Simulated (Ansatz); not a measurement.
**Cadmium, fcc under PBE: from relaxation to bulk modulus**

Aim: take cadmium in the fcc structure, relax it, solve it on a dense k-mesh, switch on spin-orbit coupling, then scale the cell to 7 volumes from 88 to 112 % of the relaxed one and try a fit of the equation of state. The k-meshes are 12×12×12 for the relaxation; 20×20×20 for the dense run; 12×12×12 for spin-orbit coupling; 20×20×20 for the volumes.

This is Cd in the fcc structure; at room conditions it is hcp.

Program: Ansatz 0.2.0. Level of theory: DFT PBE, plane waves (420 eV) with PAW, scalar-relativistic. These are calculated values, not measurements.

## 1. The starting structure

Symmetry: Fm-3m, No. 225, cubic system. The conventional cell has a = 4.420 Å, b = 4.420 Å, c = 4.420 Å, α = 90.00°, β = 90.00°, γ = 90.00°. Around Cd (site symmetry m-3m) lie 12 Cd at 3.13 Å.

As a file:

```xyz
1
Lattice="0.0000 2.2099 2.2099 2.2099 0.0000 2.2099 2.2099 2.2099 0.0000" Properties=species:S:1:pos:R:3 pbc="T T T"
Cd    0.0000    0.0000    0.0000
```

## 2. Relaxation of the cell

The input, input.yaml:

```yaml
crystal:
  lattice:
    - [0.0, 2.2099191412, 2.2099191412]
    - [2.2099191412, 0.0, 2.2099191412]
    - [2.2099191412, 2.2099191412, 0.0]
  atoms:
    - { symbol: Cd, position: [0.0, 0.0, 0.0] }
hamiltonian:
  xc: pbe
  pseudopotentials:
    kind: paw
    azcp:
      Cd: "pseudopotentials/Cd.paw.azcp"
basis:
  ecutwfc: 420
  fft_grid_basis: typed
kpoints:
  mp_grid: { grid: [12, 12, 12], shift: [0, 0, 0] }
magnetization:
  spin_polarized: false
scf:
  occupations: { method: fermi_dirac, width: 0.1 }
relax:
  max_steps: 60
  f_tol: 0.01
  cell: {}
```

What it wrote, cut to the lines that bear on the results:

```text
[...]
Pseudopotentials: kind: paw
Pseudopotential: Cd, paw, valence charge 20, recommended cutoff 420 eV (normal), <dir>
Functional definition: PBE
[...]
Crystal: 1 atoms, lattice volume = 21.585 Å³
Basis set: ecut = 420 eV, 411 PW (Γ), exchange–correlation on 48×48×48 points (8 copies of the dense FFT grid, shifted against one another)
Bands: 14, of which v1, the nominal top of the filled ones, is band 10 counted from 1 (9 counted from 0)
Symmetry: 48 space group operations
Space group: Fm-3m (ITA 225), of the structure as read, at distance tolerance 2.8e-5 Å
k-points: 72 of 1728
[...]
SCF iter   1: F=—  HF=-8254.435279 eV  |F-HF|=—  |Δ(HF+E_count)|=         —  Δρ=5.01e-4  dr2=2.79e-5  ethr=1.77e-3  ⟨swp⟩=5.0  Hψ=5095  notcnv=0
[...]
relax step   1: F+E_penalty+E_count = -8254.43545342 eV  Δ(F+E_penalty+E_count) = +0.000e0 eV  max|allowed force component| = 0.000e0 eV/Å  Δτ_max = 0.0000 Å  P = +2.849 GPa  Ω = 21.585 Å³  (6 SCF iters, dr2 threshold 1.00e-7 eV, accepted)
[...]
relax step   3: F+E_penalty+E_count = -8254.44585034 eV  Δ(F+E_penalty+E_count) = +4.210e-6 eV  max|allowed force component| = 0.000e0 eV/Å  Δτ_max = 0.0000 Å  P = +0.009 GPa  Ω = 22.893 Å³  energy of the carried Pulay correction = -4.936e-4 eV  (4 SCF iters, dr2 threshold 1.11e-8 eV, accepted)
[...]
relax step   4: F+E_penalty+E_count = -8254.44629058 eV  Δ(F+E_penalty+E_count) = -4.402e-4 eV  max|allowed force component| = 0.000e0 eV/Å  Δτ_max = 0.0000 Å  P = -0.006 GPa  Ω = 22.893 Å³  stress off target by 6.40e-3 GPa  SCF on the basis re-selected at this cell (its energy is not [...]
SCF converged after 5 iterations
Free energy (F): -8254.446291 eV
[...]
E sigma→0 (E₀):  -8254.438914 eV
Entropy (-TS):   -0.014753 eV (-14.753 meV/atom)
Fermi energy:    13.500419 eV
[...]
--- Forces (eV/Å), atoms counted from 1 ---
  atom   1  Cd    -0.00000000    -0.00000000    -0.00000000
[...]
--- Stress (GPa, compression-positive) ---
       -0.006401       0.000000       0.000000
        0.000000      -0.006401       0.000000
        0.000000       0.000000      -0.006401
  P = ⅓ Tr σ = -0.0064 GPa (-0.064 kbar)
--- Relaxed structure (3 steps of the walk, 3 accepted, 1 SCFs on fresh bases) ---
  F+E_penalty+E_count = -8254.44629058 eV   max|allowed force component| = 0.000e0 eV/Å   (the final SCF, on the basis selected at the relaxed cell)
  cell:  # Å, volume = 22.8932 Å³
    - [7.133520846053825e-34, 2.2536788591758743, 2.2536788591758743]
    - [2.2536788591758743, 1.2738430082238982e-35, 2.2536788591758743]
    - [2.2536788591758743, 2.2536788591758743, 6.369215041119487e-35]
  atoms:
    - { symbol: Cd, position: [0.0, 0.0, 0.0] }
```

Wall time 10 s (1 thread of an x86-64 CPU, shared host); peak memory 0.51 GiB.

Relaxation path:

```tsv
step	energy change (meV/atom)	largest force (eV/Å)	pressure (GPa)	volume (Å³/atom)
1	0.00	0.0000	2.85	21.585
2	-10.40	0.0000	0.07	22.861
3	-10.40	0.0000	0.01	22.893
4	-10.84	0.0000	-0.01	22.893
```

Steps that repeat a cell are solved on a basis chosen anew, so their changes of energy are no gain of the relaxation.

The cell of the run, before and after:

|  | before | after | change |
| --- | --- | --- | --- |
| a (Å) | 3.125 | 3.187 | +2.0 % |
| b (Å) | 3.125 | 3.187 | +2.0 % |
| c (Å) | 3.125 | 3.187 | +2.0 % |
| volume (Å³/atom) | 21.585 | 22.893 | +6.1 % |
| shortest distance (Å) | 3.125 | 3.187 | +2.0 % |
| space group (spins left aside) | Fm-3m | Fm-3m | same |

## 3. Dense single point

The input, input.yaml:

```yaml
crystal:
  lattice:
    - [0.0, 2.2536788592, 2.2536788592]
    - [2.2536788592, 0.0, 2.2536788592]
    - [2.2536788592, 2.2536788592, 0.0]
  atoms:
    - { symbol: Cd, position: [0.0, 0.0, 0.0] }
hamiltonian:
  xc: pbe
  pseudopotentials:
    kind: paw
    azcp:
      Cd: "pseudopotentials/Cd.paw.azcp"
basis:
  ecutwfc: 420
  fft_grid_basis: typed
kpoints:
  mp_grid: { grid: [20, 20, 20], shift: [0, 0, 0] }
magnetization:
  spin_polarized: false
scf:
  occupations: { method: fermi_dirac, width: 0.1 }
```

What it wrote, cut to the lines that bear on the results:

```text
[...]
[... 3 set-up lines as earlier in the session ...]
[...]
Crystal: 1 atoms, lattice volume = 22.893 Å³
Basis set: ecut = 420 eV, 459 PW (Γ)
Bands: 14, of which v1, the nominal top of the filled ones, is band 10 counted from 1 (9 counted from 0)
[... 2 set-up lines as earlier in the session ...]
k-points: 256 of 8000
[...]
SCF iter   1: F=—  HF=-8254.451794 eV  |F-HF|=—  |Δ(HF+E_count)|=         —  Δρ=4.24e-4  dr2=1.81e-5  ethr=1.77e-3  ⟨swp⟩=5.2  Hψ=18201  notcnv=0
[...]
SCF iter   6: F=-8254.451965 eV  HF=-8254.451965 eV  |F-HF|=2.36e-10  |Δ(HF+E_count)|=   1.50e-9  Δρ=1.06e-6  dr2=2.54e-10  ethr=2.19e-11  ⟨swp⟩=1.0  Hψ=9644  notcnv=0
[...]
SCF converged after 6 iterations
Free energy (F): -8254.451965 eV
[...]
E sigma→0 (E₀):  -8254.446095 eV
Entropy (-TS):   -0.011740 eV (-11.740 meV/atom)
Fermi energy:    13.546226 eV
[...]
```

Wall time 7.7 s (1 thread of an x86-64 CPU, shared host); peak memory 0.53 GiB.

## 4. With spin-orbit coupling

input.yaml, as its differences from that of step 3:

```diff
@@ -10,3 +10,3 @@
   pseudopotentials:
-    kind: paw
+    kind: paw_fr
     azcp:
@@ -17,5 +17,6 @@
 kpoints:
-  mp_grid: { grid: [20, 20, 20], shift: [0, 0, 0] }
+  mp_grid: { grid: [12, 12, 12], shift: [0, 0, 0] }
 magnetization:
-  spin_polarized: false
+  noncollinear: true
+  spin_orbit: true
 scf:
```

What it wrote, cut to the lines that bear on the results:

```text
[...]
Pseudopotentials: kind: paw_fr
Pseudopotential: Cd, paw_fr, valence charge 20, recommended cutoff 420 eV (normal), <dir>
[... 1 set-up line as earlier in the session ...]
[...]
non-collinear run that drives no moment, with spin-orbit: no starting moment large enough to seed its density (crystal.atoms[].spin), no starting occupations that ask for one, no magnetisation constraint and no magnetic field, so the semilocal B_xc is pinned to zero
Crystal: 1 atoms, lattice volume = 22.893 Å³
Basis set: ecut = 420 eV, 459 PW (Γ)
Bands: 28, of which v1, the nominal top of the filled ones, is band 20 counted from 1 (19 counted from 0)
Symmetry: 48 space group operations + 48 with time reversal
Magnetic group: BNS 225.117 (UNI 1619), of the structure as read, at distance tolerance 2.8e-5 Å
k-points: 72 of 1728
Projection manifold: j_resolved (fully-relativistic pseudo-atomic orbitals)
[...]
SCF iter   1: F=—  HF=-8257.176874 eV  |F-HF|=—  |Δ(HF+E_count)|=         —  Δρ=2.43e-2  dr2=1.74e-1  dr2_m=0.00e0 (ungated)  ethr=3.10e-3  |M|=0.00e0 ∫|m|=0.00e0 μB  |m|>n=0.0e0 m-floor=0.0e0 τ_xc=0.0e0  β_m=0.30  ⟨swp⟩=7.7  Hψ=4967  notcnv=0  defer=22
[...]
SCF iter   6: F=-8257.134654 eV  HF=-8257.134654 eV  |F-HF|=3.00e-10  |Δ(HF+E_count)|=   2.05e-7  Δρ=2.47e-6  dr2=4.78e-10  dr2_m=0.00e0 (ungated)  ethr=5.00e-10  |M|=0.00e0 ∫|m|=0.00e0 μB  |m|>n=0.0e0 m-floor=0.0e0 τ_xc=0.0e0  ⟨swp⟩=2.0  Hψ=2020  notcnv=0
[...]
SCF converged after 6 iterations
Magnetization: |M| = 0.0000 μB,  M = (+0.0000, +0.0000, +0.0000) μB
Absolute magnetization: 0.0000 μB (∫|m|)
  site 0: m = (+0.0000, +0.0000, +0.0000) μB, |m| = 0.0000 μB  (R = 1.31 Å)
Free energy (F): -8257.134654 eV
[...]
E sigma→0 (E₀):  -8257.127271 eV
Entropy (-TS):   -0.014767 eV (-14.767 meV/atom)
Fermi energy:    13.496111 eV
[...]
```

Wall time 8.3 s (1 thread of an x86-64 CPU, shared host); peak memory 0.46 GiB.

Side by side:

```tsv
	scalar-relativistic	with spin-orbit coupling
k-mesh	20×20×20	12×12×12
gap on the mesh	none (levels filled in part)	none (levels filled in part)
```

The meshes differ, so small differences between the columns need not come from spin-orbit coupling.

## 5. At 88 % of the relaxed volume

The input, input.yaml:

```yaml
crystal:
  lattice:
    - [0.0, 2.1596643275, 2.1596643275]
    - [2.1596643275, 0.0, 2.1596643275]
    - [2.1596643275, 2.1596643275, 0.0]
  atoms:
    - { symbol: Cd, position: [0.0, 0.0, 0.0] }
hamiltonian:
  xc: pbe
  pseudopotentials:
    kind: paw
    azcp:
      Cd: "pseudopotentials/Cd.paw.azcp"
basis:
  ecutwfc: 420
  fft_grid_basis: typed
kpoints:
  mp_grid: { grid: [20, 20, 20], shift: [0, 0, 0] }
magnetization:
  spin_polarized: false
scf:
  occupations: { method: fermi_dirac, width: 0.1 }
output:
  stress: true
```

What it wrote, cut to the lines that bear on the results:

```text
[...]
[... 3 set-up lines as earlier in the session ...]
[...]
Crystal: 1 atoms, lattice volume = 20.146 Å³
Basis set: ecut = 420 eV, 411 PW (Γ)
Bands: 14, of which v1, the nominal top of the filled ones, is band 10 counted from 1 (9 counted from 0)
[... 1 set-up line as earlier in the session ...]
Space group: Fm-3m (ITA 225), of the structure as read, at distance tolerance 2.7e-5 Å
k-points: 256 of 8000
[...]
SCF iter   1: F=—  HF=-8254.396851 eV  |F-HF|=—  |Δ(HF+E_count)|=         —  Δρ=6.11e-4  dr2=4.01e-5  ethr=1.77e-3  ⟨swp⟩=5.0  Hψ=18095  notcnv=0
[...]
SCF iter   6: F=-8254.397016 eV  HF=-8254.397016 eV  |F-HF|=5.46e-11  |Δ(HF+E_count)|=  7.06e-10  Δρ=7.53e-7  dr2=8.79e-11  ethr=1.39e-11  ⟨swp⟩=1.9  Hψ=9968  notcnv=0
[...]
SCF converged after 6 iterations
Free energy (F): -8254.397016 eV
[...]
E sigma→0 (E₀):  -8254.391995 eV
Entropy (-TS):   -0.010042 eV (-10.042 meV/atom)
Fermi energy:    16.037998 eV
[...]
--- Stress (GPa, compression-positive) ---
        7.609012       0.000000       0.000000
       -0.000000       7.609012      -0.000000
        0.000000       0.000000       7.609012
  P = ⅓ Tr σ = 7.6090 GPa (76.090 kbar)
```

Wall time 8.9 s (1 thread of an x86-64 CPU, shared host); peak memory 0.51 GiB.

## 6. At 92 % of the relaxed volume

input.yaml, as its differences from that of step 5:

```diff
@@ -2,5 +2,5 @@
   lattice:
-    - [0.0, 2.1596643275, 2.1596643275]
-    - [2.1596643275, 0.0, 2.1596643275]
-    - [2.1596643275, 2.1596643275, 0.0]
+    - [0.0, 2.1919028763, 2.1919028763]
+    - [2.1919028763, 0.0, 2.1919028763]
+    - [2.1919028763, 2.1919028763, 0.0]
   atoms:
```

What it wrote, cut to the lines that bear on the results:

```text
[...]
[... 3 set-up lines as earlier in the session ...]
[...]
Crystal: 1 atoms, lattice volume = 21.062 Å³
Basis set: ecut = 420 eV, 411 PW (Γ)
Bands: 14, of which v1, the nominal top of the filled ones, is band 10 counted from 1 (9 counted from 0)
[... 2 set-up lines as earlier in the session ...]
k-points: 256 of 8000
[...]
SCF iter   1: F=—  HF=-8254.430422 eV  |F-HF|=—  |Δ(HF+E_count)|=         —  Δρ=5.48e-4  dr2=3.32e-5  ethr=1.77e-3  ⟨swp⟩=5.0  Hψ=18111  notcnv=0
[...]
SCF iter   6: F=-8254.430594 eV  HF=-8254.430594 eV  |F-HF|=1.04e-10  |Δ(HF+E_count)|=  9.97e-10  Δρ=8.79e-7  dr2=1.30e-10  ethr=1.74e-11  ⟨swp⟩=1.9  Hψ=9988  notcnv=0
[...]
SCF converged after 6 iterations
Free energy (F): -8254.430594 eV
[...]
E sigma→0 (E₀):  -8254.425366 eV
Entropy (-TS):   -0.010454 eV (-10.454 meV/atom)
Fermi energy:    15.128943 eV
[...]
--- Stress (GPa, compression-positive) ---
        4.289077       0.000000       0.000000
        0.000000       4.289077       0.000000
       -0.000000       0.000000       4.289077
  P = ⅓ Tr σ = 4.2891 GPa (42.891 kbar)
```

It took 7.8 s on 1 thread of an x86-64 CPU, shared host; peak memory 0.52 GiB.

## 7. At 96 % of the relaxed volume

input.yaml, as its differences from that of step 6:

```diff
@@ -2,5 +2,5 @@
   lattice:
-    - [0.0, 2.1919028763, 2.1919028763]
-    - [2.1919028763, 0.0, 2.1919028763]
-    - [2.1919028763, 2.1919028763, 0.0]
+    - [0.0, 2.2232200057, 2.2232200057]
+    - [2.2232200057, 0.0, 2.2232200057]
+    - [2.2232200057, 2.2232200057, 0.0]
   atoms:
```

What it wrote, cut to the lines that bear on the results:

```text
[...]
[... 3 set-up lines as earlier in the session ...]
[...]
Crystal: 1 atoms, lattice volume = 21.977 Å³
Basis set: ecut = 420 eV, 411 PW (Γ)
Bands: 14, of which v1, the nominal top of the filled ones, is band 10 counted from 1 (9 counted from 0)
[... 2 set-up lines as earlier in the session ...]
k-points: 256 of 8000
[...]
SCF iter   1: F=—  HF=-8254.447392 eV  |F-HF|=—  |Δ(HF+E_count)|=         —  Δρ=4.79e-4  dr2=2.47e-5  ethr=1.77e-3  ⟨swp⟩=5.1  Hψ=18137  notcnv=0
[...]
SCF iter   6: F=-8254.447564 eV  HF=-8254.447564 eV  |F-HF|=5.15e-10  |Δ(HF+E_count)|=   1.28e-9  Δρ=1.88e-6  dr2=5.63e-10  ethr=2.12e-11  ⟨swp⟩=1.4  Hψ=9975  notcnv=0
[...]
SCF converged after 6 iterations
Free energy (F): -8254.447564 eV
[...]
E sigma→0 (E₀):  -8254.442033 eV
Entropy (-TS):   -0.011060 eV (-11.060 meV/atom)
Fermi energy:    14.301851 eV
[...]
--- Stress (GPa, compression-positive) ---
        1.766678       0.000000       0.000000
        0.000000       1.766678      -0.000000
       -0.000000      -0.000000       1.766678
  P = ⅓ Tr σ = 1.7667 GPa (17.667 kbar)
```

Run time: 8.1 s. Hardware: 1 thread of an x86-64 CPU, shared host; peak memory 0.53 GiB.

## 8. At 100 % of the relaxed volume

input.yaml, as its differences from that of step 7:

```diff
@@ -2,5 +2,5 @@
   lattice:
-    - [0.0, 2.2232200057, 2.2232200057]
-    - [2.2232200057, 0.0, 2.2232200057]
-    - [2.2232200057, 2.2232200057, 0.0]
+    - [0.0, 2.2536788592, 2.2536788592]
+    - [2.2536788592, 0.0, 2.2536788592]
+    - [2.2536788592, 2.2536788592, 0.0]
   atoms:
```

What it wrote, cut to the lines that bear on the results:

```text
[...]
[... 3 set-up lines as earlier in the session ...]
[...]
Crystal: 1 atoms, lattice volume = 22.893 Å³
Basis set: ecut = 420 eV, 459 PW (Γ)
Bands: 14, of which v1, the nominal top of the filled ones, is band 10 counted from 1 (9 counted from 0)
[... 2 set-up lines as earlier in the session ...]
k-points: 256 of 8000
[...]
SCF iter   1: F=—  HF=-8254.451794 eV  |F-HF|=—  |Δ(HF+E_count)|=         —  Δρ=4.24e-4  dr2=1.81e-5  ethr=1.77e-3  ⟨swp⟩=5.2  Hψ=18201  notcnv=0
[...]
SCF iter   6: F=-8254.451965 eV  HF=-8254.451965 eV  |F-HF|=2.36e-10  |Δ(HF+E_count)|=   1.50e-9  Δρ=1.06e-6  dr2=2.53e-10  ethr=2.19e-11  ⟨swp⟩=2.0  Hψ=10296  notcnv=0
[...]
SCF converged after 6 iterations
Free energy (F): -8254.451965 eV
[...]
E sigma→0 (E₀):  -8254.446095 eV
Entropy (-TS):   -0.011740 eV (-11.740 meV/atom)
Fermi energy:    13.546226 eV
[...]
--- Stress (GPa, compression-positive) ---
       -0.140099      -0.000000      -0.000000
       -0.000000      -0.140099      -0.000000
        0.000000      -0.000000      -0.140099
  P = ⅓ Tr σ = -0.1401 GPa (-1.401 kbar)
```

Run time: 8.5 s. Hardware: 1 thread of an x86-64 CPU, shared host; peak memory 0.52 GiB.

## 9. At 104 % of the relaxed volume

input.yaml, as its differences from that of step 8:

```diff
@@ -2,5 +2,5 @@
   lattice:
-    - [0.0, 2.2536788592, 2.2536788592]
-    - [2.2536788592, 0.0, 2.2536788592]
-    - [2.2536788592, 2.2536788592, 0.0]
+    - [0.0, 2.2833359294, 2.2833359294]
+    - [2.2833359294, 0.0, 2.2833359294]
+    - [2.2833359294, 2.2833359294, 0.0]
   atoms:
```

What it wrote, cut to the lines that bear on the results:

```text
[...]
[... 3 set-up lines as earlier in the session ...]
[...]
Crystal: 1 atoms, lattice volume = 23.809 Å³
Basis set: ecut = 420 eV, 459 PW (Γ)
Bands: 14, of which v1, the nominal top of the filled ones, is band 10 counted from 1 (9 counted from 0)
[... 1 set-up line as earlier in the session ...]
Space group: Fm-3m (ITA 225), of the structure as read, at distance tolerance 2.9e-5 Å
k-points: 256 of 8000
[...]
SCF iter   1: F=—  HF=-8254.446705 eV  |F-HF|=—  |Δ(HF+E_count)|=         —  Δρ=4.15e-4  dr2=1.97e-5  ethr=1.77e-3  ⟨swp⟩=5.3  Hψ=18273  notcnv=0
[...]
SCF iter   6: F=-8254.446881 eV  HF=-8254.446881 eV  |F-HF|=2.01e-9  |Δ(HF+E_count)|=   7.50e-9  Δρ=3.07e-6  dr2=2.03e-9  ethr=1.02e-10  ⟨swp⟩=2.0  Hψ=11803  notcnv=0
[...]
SCF converged after 6 iterations
Free energy (F): -8254.446881 eV
[...]
E sigma→0 (E₀):  -8254.440697 eV
Entropy (-TS):   -0.012367 eV (-12.367 meV/atom)
Fermi energy:    12.852704 eV
[...]
--- Stress (GPa, compression-positive) ---
       -1.570233      -0.000000      -0.000000
       -0.000000      -1.570233      -0.000000
        0.000000      -0.000000      -1.570233
  P = ⅓ Tr σ = -1.5702 GPa (-15.702 kbar)
```

It took 8.2 s on 1 thread of an x86-64 CPU, shared host; peak memory 0.53 GiB.

## 10. At 108 % of the relaxed volume

input.yaml, as its differences from that of step 9:

```diff
@@ -2,5 +2,5 @@
   lattice:
-    - [0.0, 2.2833359294, 2.2833359294]
-    - [2.2833359294, 0.0, 2.2833359294]
-    - [2.2833359294, 2.2833359294, 0.0]
+    - [0.0, 2.3122419844, 2.3122419844]
+    - [2.3122419844, 0.0, 2.3122419844]
+    - [2.3122419844, 2.3122419844, 0.0]
   atoms:
```

What it wrote, cut to the lines that bear on the results:

```text
[...]
[... 3 set-up lines as earlier in the session ...]
[...]
Crystal: 1 atoms, lattice volume = 24.725 Å³
Basis set: ecut = 420 eV, 531 PW (Γ)
Bands: 14, of which v1, the nominal top of the filled ones, is band 10 counted from 1 (9 counted from 0)
[... 2 set-up lines as earlier in the session ...]
k-points: 256 of 8000
[...]
SCF iter   1: F=—  HF=-8254.434531 eV  |F-HF|=—  |Δ(HF+E_count)|=         —  Δρ=4.34e-4  dr2=2.62e-5  ethr=1.77e-3  ⟨swp⟩=5.3  Hψ=18229  notcnv=0
[...]
SCF iter   6: F=-8254.434724 eV  HF=-8254.434724 eV  |F-HF|=2.26e-9  |Δ(HF+E_count)|=   8.44e-9  Δρ=3.21e-6  dr2=2.27e-9  ethr=1.18e-10  ⟨swp⟩=2.0  Hψ=11788  notcnv=0
[...]
SCF converged after 6 iterations
Free energy (F): -8254.434724 eV
[...]
E sigma→0 (E₀):  -8254.428291 eV
Entropy (-TS):   -0.012865 eV (-12.865 meV/atom)
Fermi energy:    12.213241 eV
[...]
--- Stress (GPa, compression-positive) ---
       -2.631463      -0.000000       0.000000
       -0.000000      -2.631463       0.000000
        0.000000       0.000000      -2.631463
  P = ⅓ Tr σ = -2.6315 GPa (-26.315 kbar)
```

Wall time 8.9 s (1 thread of an x86-64 CPU, shared host); peak memory 0.53 GiB.

## 11. At 112 % of the relaxed volume

input.yaml, as its differences from that of step 10:

```diff
@@ -2,5 +2,5 @@
   lattice:
-    - [0.0, 2.3122419844, 2.3122419844]
-    - [2.3122419844, 0.0, 2.3122419844]
-    - [2.3122419844, 2.3122419844, 0.0]
+    - [0.0, 2.3404428367, 2.3404428367]
+    - [2.3404428367, 0.0, 2.3404428367]
+    - [2.3404428367, 2.3404428367, 0.0]
   atoms:
```

What it wrote, cut to the lines that bear on the results:

```text
[...]
[... 3 set-up lines as earlier in the session ...]
[...]
Crystal: 1 atoms, lattice volume = 25.640 Å³
Basis set: ecut = 420 eV, 531 PW (Γ)
Bands: 14, of which v1, the nominal top of the filled ones, is band 10 counted from 1 (9 counted from 0)
[... 2 set-up lines as earlier in the session ...]
k-points: 256 of 8000
[...]
SCF iter   1: F=—  HF=-8254.417142 eV  |F-HF|=—  |Δ(HF+E_count)|=         —  Δρ=4.65e-4  dr2=3.46e-5  ethr=1.77e-3  ⟨swp⟩=5.4  Hψ=18253  notcnv=0
[...]
SCF iter   6: F=-8254.417353 eV  HF=-8254.417353 eV  |F-HF|=1.84e-9  |Δ(HF+E_count)|=   7.85e-9  Δρ=2.82e-6  dr2=1.93e-9  ethr=1.17e-10  ⟨swp⟩=2.0  Hψ=11756  notcnv=0
[...]
SCF converged after 6 iterations
Free energy (F): -8254.417353 eV
[...]
E sigma→0 (E₀):  -8254.410739 eV
Entropy (-TS):   -0.013229 eV (-13.229 meV/atom)
Fermi energy:    11.621323 eV
[...]
--- Stress (GPa, compression-positive) ---
       -3.405878       0.000000      -0.000000
        0.000000      -3.405878       0.000000
       -0.000000       0.000000      -3.405878
  P = ⅓ Tr σ = -3.4059 GPa (-34.059 kbar)
```

Wall time 9.7 s (1 thread of an x86-64 CPU, shared host); peak memory 0.54 GiB.

## 12. The equation of state

The cell was scaled evenly, with its shape and the fractional positions fixed.

```tsv
V (Å³/atom)	E − E₀ (meV/atom)	P from the stress (GPa)	P from the fit (GPa)
20.146	54.2	7.61	7.60
21.062	20.8	4.29	4.24
21.977	4.1	1.77	1.71
22.893	0.1	-0.14	-0.20
23.809	5.5	-1.57	-1.62
24.725	17.9	-2.63	-2.67
25.640	35.4	-3.41	-3.44
```

A third-order Birch-Murnaghan fit gives V₀ = 22.786 Å³/atom, B₀ = 42 GPa and B₀′ = 6.2; it misses no point by more than 0.02 meV/atom.

## 13. What came out

| quantity | value |
| --- | --- |
| space group (spins left aside) | Fm-3m (No. 225) |
| conventional cell | a = 4.507 Å |
| volume | 22.893 Å³/atom |
| shortest distance | 3.187 Å |
| gap on the mesh | none (levels filled in part) |
| relative to hcp | +6 meV/atom |
| V₀, B₀, B₀′ | 22.786 Å³/atom, 42 GPa, 6.2 |

**Reading.** The relaxation enlarged the cell by 6.1 % in volume. Against the reference form of cadmium (hcp, computed apart with the same settings) it stands 6 meV/atom higher. No gap shows: it is a metal or semimetal at this level. Totals with and without spin-orbit coupling (-2.7 eV/atom apart) can't be read as binding, since the two-component data shift the zero of energy. The fitted modulus is 42 GPa. The symmetry was held, so the structure may be unstable against distortions that break it.
